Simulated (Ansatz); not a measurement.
# CoO (Fm-3m) in Ansatz: reference runs

Aim: a first look at CoO with PBE, on the cell as given and on a disturbed one.

Program: Ansatz 0.2.0. These are calculated values, not measurements. Logs are shortened: lines on timing, memory, paths and dates and some standing lists are left out, and cuts for length are marked.

### 1 Starting point

It takes space group Fm-3m (No. 225, cubic). Conventional cell: a = 4.263 Å, b = 4.263 Å, c = 4.263 Å, α = 90.00°, β = 90.00°, γ = 90.00°. Co (site symmetry m-3m) is surrounded by 6 O at 2.13 Å. O (site symmetry m-3m) is surrounded by 6 Co at 2.13 Å.

### 2 Single point, PBE, collinear spin, ferromagnetic start

input.yaml

```yaml
crystal:
  lattice:
    - [0.0, 2.1315, 2.1315]
    - [2.1315, 0.0, 2.1315]
    - [2.1315, 2.1315, 0.0]
  atoms:
    - { symbol: Co, position: [0.0, 0.0, 0.0], spin: 2.0 }
    - { symbol: O, position: [0.5, 0.5, 0.5] }
hamiltonian:
  xc: pbe
  pseudopotentials: { kind: paw }
magnetization:
  spin_polarized: true
kpoints:
  mp_grid: { grid: [11, 11, 11] }
scf:
  occupations: { method: fermi_dirac, width: 0.05 }
output:
  forces: true
  stress: true
  eigenvalues: true
```

Potentials or basis: Ansatz PAW.

Run with:

```sh
> ansatz run input.yaml --threads 1 --pin off --max-ram 2560MiB --backend cpu --events-out ev --progress --plain --runs-dir out
```

What it wrote:

```text
Warning: RAYON_NUM_THREADS=1 ignored (pool sized by the plan → 1); use --threads N
Engine: ansatz 0.2.0, x86_64-unknown-linux-gnu
Pseudopotentials: kind: paw
Pseudopotential: Co, paw, valence charge 17, recommended cutoff 420 eV (normal), Co.paw.azcp
Pseudopotential: O, paw, valence charge 6, recommended cutoff 420 eV (normal), O.paw.azcp
Functional definition: PBE
  parameter kappa = 0.804
  parameter beta = 0.06672455060314922
  exchange = pbe_x(kappa = kappa, mu = beta*pi^2/3)
  correlation = pbe_c(beta = beta)
Crystal: 2 atoms, lattice volume = 19.368 Å³
Basis set: ecut = 420 eV, 339 PW (Γ), exchange–correlation on 48×48×48 points (8 copies of the dense FFT grid, shifted against one another)
Bands: 17, of which v1, the nominal top of the filled ones, is band 12 counted from 1 (11 counted from 0)
Symmetry: 48 space group operations
Space group: Fm-3m (ITA 225), of the structure as read, at distance tolerance 2.7e-5 Å
Magnetic group: BNS 225.116 (UNI 1618), of the structure as read, at distance tolerance 2.7e-5 Å
k-points: 56 of 1331
Non-local potential: Co, projectors of the file, l = 0: 3, l = 1: 2, l = 2: 3, l = 3: 1
Non-local potential: O, projectors of the file, l = 0: 2, l = 1: 2, l = 2: 1
PAW form: soft (Blöchl's): semilocal exchange-correlation on the pseudo side does not see the compensation charge
PAW one-centre angular grid: Co, 590 points (default); XC on 64 Gauss nodes
PAW one-centre angular grid: O, 110 points (default); XC on 64 Gauss nodes
Initial density: superposition of atomic densities (chi_scale 0.1, normalization cell, long waves kept (reshape's long-wave potential 0.00 eV rms))
Starting moments: Σ|m| = 2 μB on 1 of 2 sites
Initial wavefunctions: pseudopotential atomic-orbital guess
Functional: x = pbe(κ = 0.804, μ = 0.2195149727645171), c = pbe(β = 0.06672455060314922)
SCF iter   1: F=—  HF=-5691.167676 eV  |F-HF|=—  |Δ(HF+E_count)|=         —  Δρ=1.15e-1 (↑1.15e-1 ↓1.01e-1)  dr2=6.24e0  dr2_m=1.42e-1  M=2.095 μB ∫|m|=2.095 μB  β_m=0.30  ethr=3.10e-3  ⟨swp⟩=5.7  Hψ=8305  notcnv=0
Mixer restart at iter 1: flushing history
preconditioner: auto → none  [metal: Δε(μ)=0.007 eV  Ē_g=13.044 eV  σ=0.050 eV  W_gap=0.03  n_scr=8 (ndim 8)  ℏωp=32.7 eV  f_vac=0.000  D(μ)=5.16/eV (n_scr^D=112)  sad-step TF]
SCF iter   2: F=—  HF=-5691.864473 eV  |F-HF|=—  |Δ(HF+E_count)|=   6.97e-1  Δρ=9.10e-2 (↑9.10e-2 ↓6.85e-2)  dr2=5.25e-1  dr2_m=9.80e-1  M=2.700 μB ∫|m|=2.701 μB  β_m=0.37  ethr=3.10e-3  ⟨swp⟩=3.0  Hψ=4815  notcnv=0  defer=26
SCF iter   3: F=—  HF=-5692.146631 eV  |F-HF|=—  |Δ(HF+E_count)|=   2.82e-1  Δρ=8.96e-2 (↑6.45e-2 ↓8.96e-2)  dr2=1.82e-1  dr2_m=9.75e-1  M=2.974 μB ∫|m|=2.977 μB  β_m=0.30  ethr=2.28e-3  ⟨swp⟩=2.1  Hψ=3333  notcnv=0  defer=31
SCF iter   4: F=—  HF=-5691.866886 eV  |F-HF|=—  |Δ(HF+E_count)|=         —  Δρ=3.21e-2 (↑3.21e-2 ↓3.15e-2)  dr2=2.07e-1  dr2_m=1.16e-1  M=2.756 μB ∫|m|=2.761 μB  β_m=0.69  ethr=7.90e-4  ⟨swp⟩=2.1  Hψ=3778  notcnv=0  defer=37
Mixer restart at iter 4: flushing history
SCF iter   5: F=—  HF=-5692.075824 eV  |F-HF|=—  |Δ(HF+E_count)|=   2.09e-1  Δρ=5.41e-2 (↑2.66e-2 ↓5.41e-2)  dr2=4.76e-1  dr2_m=1.62e-1  M=2.981 μB ∫|m|=2.992 μB  β_m=0.62  ethr=7.90e-4  ⟨swp⟩=3.1  Hψ=4132  notcnv=0  defer=37
SCF iter   6: F=—  HF=-5692.093141 eV  |F-HF|=—  |Δ(HF+E_count)|=   1.73e-2  Δρ=1.87e-2 (↑1.87e-2 ↓8.63e-3)  dr2=5.04e-2  dr2_m=1.82e-2  M=2.861 μB ∫|m|=2.870 μB  β_m=0.65  ethr=7.90e-4  ⟨swp⟩=3.6  Hψ=4563  notcnv=0  defer=43
SCF iter   7: F=—  HF=-5692.126482 eV  |F-HF|=—  |Δ(HF+E_count)|=   3.33e-2  Δρ=1.09e-2 (↑5.58e-3 ↓1.09e-2)  dr2=2.41e-2  dr2_m=1.69e-3  M=2.921 μB ∫|m|=2.935 μB  β_m=0.53  ethr=2.19e-4  ⟨swp⟩=2.3  Hψ=4632  notcnv=0  defer=45
SCF iter   8: F=—  HF=-5692.115712 eV  |F-HF|=—  |Δ(HF+E_count)|=   1.08e-2  Δρ=2.64e-3 (↑7.81e-4 ↓2.64e-3)  dr2=1.08e-3  dr2_m=2.15e-4  M=2.926 μB ∫|m|=2.941 μB  β_m=0.73  ethr=1.05e-4  ⟨swp⟩=2.4  Hψ=3332  notcnv=0  defer=45
SCF iter   9: F=—  HF=-5692.115624 eV  |F-HF|=—  |Δ(HF+E_count)|=   8.81e-5  Δρ=3.33e-4 (↑2.56e-4 ↓3.33e-4)  dr2=1.01e-5  dr2_m=1.10e-5  M=2.928 μB ∫|m|=2.943 μB  β_m=0.86  ethr=4.71e-6  ⟨swp⟩=2.2  Hψ=2938  notcnv=0  defer=45
SCF iter  10: F=—  HF=-5692.115658 eV  |F-HF|=—  |Δ(HF+E_count)|=   3.45e-5  Δρ=1.12e-4 (↑1.12e-4 ↓9.65e-5)  dr2=2.61e-6  dr2_m=1.34e-6  M=2.929 μB ∫|m|=2.944 μB  β_m=0.89  ethr=4.39e-8  ⟨swp⟩=1.9  Hψ=2659  notcnv=0  defer=45
SCF iter  11: F=—  HF=-5692.115661 eV  |F-HF|=—  |Δ(HF+E_count)|=   2.23e-6  Δρ=1.36e-5 (↑5.05e-6 ↓1.36e-5)  dr2=1.23e-8  dr2_m=1.20e-8  M=2.929 μB ∫|m|=2.944 μB  β_m=0.95  ethr=1.14e-8  ⟨swp⟩=2.0  Hψ=2684  notcnv=0  defer=45
SCF iter  12: F=-5692.115661 eV  HF=-5692.115661 eV  |F-HF|=1.96e-10  |Δ(HF+E_count)|=   5.54e-9  Δρ=3.04e-6 (↑2.13e-6 ↓3.04e-6)  dr2=3.80e-10  dr2_m=1.15e-9  M=2.929 μB ∫|m|=2.944 μB  ethr=5.34e-11  ⟨swp⟩=2.8  Hψ=6410  notcnv=0
SCF 1 converged in 12 iterations: F = -5692.115661 eV  dr2 = 3.80e-10
SCF converged after 12 iterations
Magnetization: 2.9291 μB (12.9646 up, 10.0354 down)
Absolute magnetization: 2.9444 μB (∫|ρ↑−ρ↓|, with the PAW one-centre terms)
Spin contamination: 0.0079 ħ² per cell (⟨S²⟩ above its minimum at these occupations)
Per-site moments (μB) at R_I (Å): [(2.493313857662644, 0.87924375), (0.31942111859641964, 0.87924375)]
Free energy (F): -5692.115661 eV
Harris-Foulkes:  -5692.115661 eV  (|F-HF|=1.96e-10)
Internal energy: -5692.081840 eV  (E = F + TS)
E sigma→0 (E₀):  -5692.098750 eV
Entropy (-TS):   -0.033820 eV (-16.910 meV/atom)
Fermi energy:    13.848316 eV
--- Per-component energies (eV) ---
  E_band       = -306.195857
  E_kinetic    = 617.350659
  E_local      = -3437.009753  (includes V_loc(G=0)·N_el)
  E_nonlocal   = 514.214368
  E_hartree    = 1410.927794
  E_xc         = -228.578993
  E_vxc        = -293.751287  (∫ρ·V_xc dr)
  E_paw        = -1676.923362  (= ΣΔE_a)
  E_vpaw       = -528.857032  (= ΣTr[D̂ρ^β])
  E_aug_tail   = 0.002514  (compensation charges beyond the density's cutoff)
  E_ewald      = -2892.065066
  E_smearing   = -0.033820  (= −TS)
  E_closure    = -0.000000  (closes the sum)
  Σ components = -5692.115661   (vs F -5692.115661, Δ=0.00e0)
--- Forces (eV/Å), atoms counted from 1 ---
  atom   1  Co    -0.00000000    -0.00000000     0.00000000
  atom   2  O      0.00000000     0.00000000    -0.00000000
  max |Σ_I F_I| component: 1.02e-29 eV/Å
--- Stress (GPa, compression-positive) ---
       -1.849892      -0.000000      -0.000000
       -0.000000      -1.849892       0.000000
        0.000000      -0.000000      -1.849892
  P = ⅓ Tr σ = -1.8499 GPa (-18.499 kbar)
--- Band table (eV; the first three rows and the last of 112) ---
  k-point 0 ↑: bands = ["-83.0359", "-46.2999", "-46.2999", "-46.2999", "-6.3893", "10.5601", "10.5601", "10.6823", "10.6823", "10.6823", "10.7584", "10.7584", "10.7584", "14.7399", "30.5643", "31.8335", "31.8335"]
  k-point 1 ↑: bands = ["-83.0357", "-46.3028", "-46.3003", "-46.3003", "-6.3038", "9.8008", "9.8008", "9.8112", "10.7904", "10.7904", "11.0936", "11.4969", "11.4969", "15.3238", "28.9289", "31.5185", "31.5185"]
  k-point 2 ↑: bands = ["-83.0350", "-46.3107", "-46.3014", "-46.3014", "-6.0654", "8.5422", "9.0667", "9.0667", "10.9419", "10.9419", "11.3043", "12.3211", "12.3211", "16.5235", "26.7440", "30.3901", "30.3901"]
  k-point 55 ↓: bands = ["-79.9664", "-43.3303", "-43.3282", "-43.3166", "-4.4652", "8.0946", "8.1547", "8.9733", "13.3324", "13.5852", "13.9895", "14.8114", "15.5302", "22.7346", "24.0884", "24.1927", "27.4199"]
```

Wall time 5.1 s (1 thread of AMD EPYC 7B13 (Zen 3), shared host); peak memory 0.37 GiB.

Results:

- Free energy: -5692.1157 eV
- Pressure: -1.8 GPa
- Band gap on the k mesh: none (metal or under the smearing width)
- Net moment: 2.93 μB per cell
- Absolute moment: 2.94 μB per cell
- Site moments: Co +2.49; O +0.32 μB

Caveat: the pressure holds a Pulay correction of +0.7 GPa for the finite cutoff; a cell with one magnetic atom can't hold antiferromagnetic order, which such compounds often take; semilocal functionals often make such compounds metallic where correlation or magnetic order opens a gap, which also shifts bond lengths. With open d or f shells a metallic result of PBE can be an artefact of self-interaction; +U or a hybrid may open a gap.

### 3 Single point, PBE, collinear spin, ferromagnetic start (atoms moved at random, drawn with an rms of 0.05 Å)

Edit input.yaml of step 2 so:

```diff
@@ -6,4 +6,4 @@
   atoms:
-    - { symbol: Co, position: [0.0, 0.0, 0.0], spin: 2.0 }
-    - { symbol: O, position: [0.5, 0.5, 0.5] }
+    - { symbol: Co, position: [-0.007395, 0.008297, 0.015069], spin: 2.0 }
+    - { symbol: O, position: [0.497125, 0.517157, 0.495314] }
 hamiltonian:
```

Potentials or basis: Ansatz PAW.

Run with:

```sh
> ansatz run input.yaml --threads 1 --pin off --max-ram 2560MiB --backend cpu --events-out ev --progress --plain --runs-dir out
```

It took 60 s on 1 thread of AMD EPYC 7B13 (Zen 3), shared host; peak memory 0.79 GiB.

Results (log left out):

```yaml
Free_energy: -5692.1143 eV
Pressure: -1.7 GPa
Largest_force: 0.054 eV/Å
Band_gap_on_the_k_mesh: none (metal or under the smearing width)
Net_moment: 2.93 μB per cell
Absolute_moment: 2.95 μB per cell
Site_moments: Co +2.48; O +0.32 μB
```

Forces in eV/Å, atoms in the order of the input:
```
Co  -0.025 -0.036  0.031
O    0.025  0.036 -0.031
```

Stress tensor (GPa, compression positive):
```
-1.74 -0.07  0.07
-0.07 -1.59  0.09
 0.07  0.09 -1.66
```

Levels at points of the mesh, in eV from the Fermi level:
Spin up:
```tsv
k point	band 10	band 11	band 12	band 13	band 14	band 15	band 16	band 17
(0.00, 0.00, 0.00)	-3.12	-2.94	-2.93	-2.90	0.89	16.70	17.97	17.98
```
Spin down:
| k point | band 8 | band 9 | band 10 | band 11 | band 12 | band 13 |
| --- | --- | --- | --- | --- | --- | --- |
| (0.00, 0.00, 0.00) | -2.64 | -1.09 | -1.08 | -1.05 | 0.10 | 0.11 |

Caveat: the pressure holds a Pulay correction of +0.7 GPa for the finite cutoff; a cell with one magnetic atom can't hold antiferromagnetic order, which such compounds often take; semilocal functionals often make such compounds metallic where correlation or magnetic order opens a gap, which also shifts bond lengths.
